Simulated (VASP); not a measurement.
# Al (Fm-3m) in VASP: single point with HSE06

Aim: the single point of Al with HSE06.

Program: VASP 6.6.1. These are calculated values, not measurements. Logs are shortened: lines on timing, memory, paths and dates and some standing lists are left out, and cuts for length are marked.

### Step 1. Starting point

It takes space group Fm-3m (No. 225, cubic). The conventional cell has a = 4.016 Å, b = 4.016 Å, c = 4.016 Å, α = 90.00°, β = 90.00°, γ = 90.00°. Around Al (site symmetry m-3m) lie 12 Al at 2.84 Å.

### Step 2. Single point, HSE06

The input, POSCAR:

```
Al
1.0
    0.0000000000      2.0080400000      2.0080400000
    2.0080400000      0.0000000000      2.0080400000
    2.0080400000      2.0080400000      0.0000000000
Al
1
Direct
    0.0000000000      0.0000000000      0.0000000000
```

The input, INCAR.step1:

```
ALGO     = Normal         # electronic algorithm
EDIFF    = 1E-5           # SCF threshold, eV
ENCUT    = 520            # plane-wave cutoff, eV
GGA      = PE             # functional
ISIF     = 2              # what is computed and relaxed
ISMEAR   = 0              # smearing method
LASPH    = True           # aspherical terms in the spheres
LCHARG   = False          # write CHGCAR
LREAL    = False          # projectors in reciprocal space
LWAVE    = True           # write WAVECAR
NBANDS   = 8              # bands
NELM     = 60             # most SCF steps
PREC     = Accurate       # precision mode
SIGMA    = 0.1            # smearing width, eV
```

The input, INCAR.step2:

```
ALGO     = Normal         # electronic algorithm
EDIFF    = 1E-7           # SCF threshold, eV
ENCUT    = 520            # plane-wave cutoff, eV
GGA      = PE             # functional
HFSCREEN = 0.2            # screening, 1/A
ISIF     = 2              # what is computed and relaxed
ISMEAR   = 0              # smearing method
ISTART   = 1            
LASPH    = True           # aspherical terms in the spheres
LCHARG   = False          # write CHGCAR
LHFCALC  = True           # exact exchange
LREAL    = False          # projectors in reciprocal space
LWAVE    = False          # write WAVECAR
NBANDS   = 8              # bands
NELM     = 60             # most SCF steps
PREC     = Accurate       # precision mode
PRECFOCK = Fast         
SIGMA    = 0.1            # smearing width, eV
```

The input, KPOINTS:

```
k-points
0
Gamma
  8 8 8
```

Potentials or basis: VASP PAW PBE potentials, release 64 (Al).

Launch:

```console
$ cat potpaw_PBE.64/Al/POTCAR > POTCAR
$ cp INCAR.step1 INCAR
$ mpirun -np 1 vasp_std > vasp.out
$ cp INCAR.step2 INCAR
$ mpirun -np 1 vasp_std > vasp.out
```

OUTCAR:

```text
EDIFF = 1E-7
   ENCUT = 520
   GGA = PE
   HFSCREEN = 0.2
   ISIF = 2
   ISMEAR = 0
   ISTART = 1
   LASPH = True
   LHFCALC = True
   LREAL = False
   NELM = 60
   PREC = Accurate
   PRECFOCK = Fast

 ion  position               nearest neighbor table
   1  0.000  0.000  0.000-

  LATTYP: Found a face centered cubic cell.
 ALAT       =     4.0160800000

  Lattice vectors:

 A1 = (   0.0000000000,   2.0080400000,   2.0080400000)
 A2 = (   2.0080400000,   0.0000000000,   2.0080400000)
 A3 = (   2.0080400000,   2.0080400000,   0.0000000000)

Analysis of symmetry for initial positions (statically):
=====================================================================
 Subroutine PRICEL returns:
 Original cell was already a primitive cell.

 Routine SETGRP: Setting up the symmetry group for a
 face centered cubic supercell.

 Subroutine GETGRP returns: Found 48 space group operations
 (whereof 48 operations were pure point group operations)
 out of a pool of 48 trial point group operations.

The static configuration has the point symmetry O_h .

Analysis of symmetry for dynamics (positions and initial velocities):
=====================================================================
 Subroutine PRICEL returns:
 Original cell was already a primitive cell.

 Routine SETGRP: Setting up the symmetry group for a
 face centered cubic supercell.

 Subroutine GETGRP returns: Found 48 space group operations
 (whereof 48 operations were pure point group operations)
 out of a pool of 48 trial point group operations.

The dynamic configuration has the point symmetry O_h .

 Subroutine INISYM returns: Found 48 space group operations
 (whereof 48 operations are pure point group operations),
 and found     1 'primitive' translations

----------------------------------------------------------------------------------------

                                     Primitive cell

  volume of cell :      16.1937

  direct lattice vectors                    reciprocal lattice vectors
     0.000000000  2.008040000  2.008040000    -0.248999024  0.248999024  0.248999024
     2.008040000  0.000000000  2.008040000     0.248999024 -0.248999024  0.248999024
     2.008040000  2.008040000  0.000000000     0.248999024  0.248999024 -0.248999024

  length of vectors
     2.839797402  2.839797402  2.839797402     0.431278960  0.431278960  0.431278960

  position of ions in fractional coordinates (direct lattice)
     0.000000000  0.000000000  0.000000000

[... 87 lines left out ...]
   NUPDOWN=      -1.0000    fix difference up-down
   EMIN   =  10.00;   EMAX   =-10.00  energy-range for DOS
   EFERMI =   0.00;   METHOD = LEGACY
   ISMEAR =     0;   SIGMA  =   0.10  broadening in eV -4-tet -1-fermi 0-gaus
   EFERMI_NEDOS =   21; number of points for ismear=-14 and -15
   IALGO  =     38    algorithm
   IMIX   =      1    mixing-type and parameters
     AMIX     =   0.40;   BMIX     =  1.00
     AMIX_MAG =   1.60;   BMIX_MAG =  1.00
  volume/ion in A,a.u.               =      16.19       109.28
  Fermi-wavevector in a.u.,A,eV,Ry     =   0.933253  1.763593 11.850155  0.870962
  Thomas-Fermi vector in A             =   2.059936
   LORBIT       =      0    0 simple, 1 ext, 2 COOP (PROOUT), +10 PAW based schemes
   GGA     = PE    functional components
   LHFCALC =     T    Hartree Fock is set to
   PRECFOCK=fast      Normal, Fast or Accurate (Low or Medium for compatibility)
   ENCUT4O =  -1.0   cutoff for four orbital integrals eV
   NKREDX  =     1    reduce k-point grid by
   NKREDY  =     1    reduce k-point grid by
   NKREDZ  =     1    reduce k-point grid by
   AEXX    =    0.2500 exact exchange contribution
   HFSCREEN=    0.2000 screening length (either q_TF or 0.3 A-1)
   HFSCREENC=   0.2000 screening length for correlation (either q_TF or 0.3 A-1)
   ENCUTFOCK=  -1.0 apply spherical cutoff to Coloumb kernel
   IVDW    =     0    specifies the selected vdW correction
   LEPSILON=     F    determine dielectric tensor
   LRPA    =     F    only Hartree local field effects (RPA)
 non-spin polarized calculation
 Gauss-broadening in eV      SIGMA  =   0.10
  energy-cutoff  :      520.00
  volume of cell :       16.19
 maximum number of plane-waves:       445
 NGX is ok and might be reduce to    24
  NGX = 14; NGY = 14; NGZ = 14

 number of electron       3.0000000 magnetization

 Free energy of the ion-electron system (eV)
  ---------------------------------------------------
  ext. energy  EPLUGINS =         0.00000000
  ---------------------------------------------------
  free energy    TOTEN  =        -4.10820825 eV

  energy without entropy =       -4.10513624  energy(sigma->0) =       -4.10667225

 E-fermi :   8.2875     XC(G=0):  -8.4498

 val. band max:        7.8926908135   @ k =  -0.3750   0.3750   0.0000
 cond. band min:       8.3627000500   @ k =   0.5000   0.2500   0.1250
 fundamental gap:      0.4700092365
 Fermi energy:         8.2875117759

 k-point     1 :       0.0000    0.0000    0.0000
  band No.  band energies     occupation
      1      -4.6659      2.00000
      2      22.0237      0.00000
      3      22.0237      0.00000
      4      22.0237      0.00000
      5      23.6833      0.00000
      6      23.6833      0.00000
      7      23.6833      0.00000
      8      25.7895      0.00000
[... 243 lines left out ...]
 k-point    24 :      -0.3750    0.2500    0.1250
  band No.  band energies     occupation
      1       4.0457      2.00000
      2       4.4138      2.00000
      3      13.7882      0.00000
      4      14.4204      0.00000
      5      22.7421      0.00000
      6      23.1860      0.00000
      7      30.1437      0.00000
      8      30.3993      0.00000

 [... further k-points ...]

------------------------ aborting loop because EDIFF is reached ----------------------------------------

  FORCE on cell =-STRESS in cart. coord.  units (eV):
  Direction    XX          YY          ZZ          XY          YZ          ZX
  --------------------------------------------------------------------------------------
  -------------------------------------------------------------------------------------
  Total        0.0825839      0.0825839      0.0825839      0.0000000     -0.0000000      0.0000000
  in kB        8.1706961      8.1706961      8.1706961      0.0000000     -0.0000000      0.0000000
  external PRESSURE =       8.1706961 kB  Pullay stress =       0.0000000 kB

 VOLUME and BASIS-vectors are now :
 -----------------------------------------------------------------------------
  energy-cutoff  :      520.00
  volume of cell :       16.19
      direct lattice vectors                 reciprocal lattice vectors
     0.000000000  2.008040000  2.008040000    -0.248999024  0.248999024  0.248999024
     2.008040000  0.000000000  2.008040000     0.248999024 -0.248999024  0.248999024
     2.008040000  2.008040000  0.000000000     0.248999024  0.248999024 -0.248999024

 POSITION                                       TOTAL-FORCE (eV/Angst)
 -----------------------------------------------------------------------------------
      0.00000      0.00000      0.00000         0.000000      0.000000      0.000000
 -----------------------------------------------------------------------------------
    total drift:                                0.000007      0.000009      0.000009

  FREE ENERGIE OF THE ION-ELECTRON SYSTEM (eV)
  ---------------------------------------------------
  free  energy   TOTEN  =        -4.1082082531 eV

  energy  without entropy=       -4.1051362449  energy(sigma->0) =       -4.10667225
```

OSZICAR.step1:

```text
N       E                     dE             d eps       ncg     rms          rms(c)
DAV:   1    -0.243095528117E+01   -0.24310E+01   -0.85004E+02   464   0.198E+02
DAV:   2    -0.375641273272E+01   -0.13255E+01   -0.12819E+01   680   0.185E+01
DAV:   3    -0.376226245579E+01   -0.58497E-02   -0.58407E-02   560   0.138E+00
DAV:   4    -0.376228137985E+01   -0.18924E-04   -0.18923E-04   728   0.691E-02
DAV:   5    -0.376228140313E+01   -0.23276E-07   -0.22629E-07   584   0.131E-03    0.134E+00
DAV:   6    -0.374943568044E+01    0.12846E-01   -0.14597E-03   616   0.185E-01    0.780E-01
DAV:   7    -0.374000110982E+01    0.94346E-02   -0.44412E-03   568   0.302E-01    0.150E-01
DAV:   8    -0.373999726145E+01    0.38484E-05   -0.13148E-05   664   0.262E-02
   1 F= -.37399973E+01 E0= -.37384227E+01  d E =-.314914E-02
```

Wall time 3.1 min (1 thread of Intel Xeon Platinum 8259CL at 2.50GHz (Skylake/Cascade Lake), shared host); peak memory 0.23 GiB.

Results:

```
Free energy            : -4.1082 eV
Pressure               : 0.8 GPa
Band gap on the k mesh : none (metal or under the smearing width)
```

Caveat: the PAW data sets were made with another functional, which shifts forces and pressure a little.
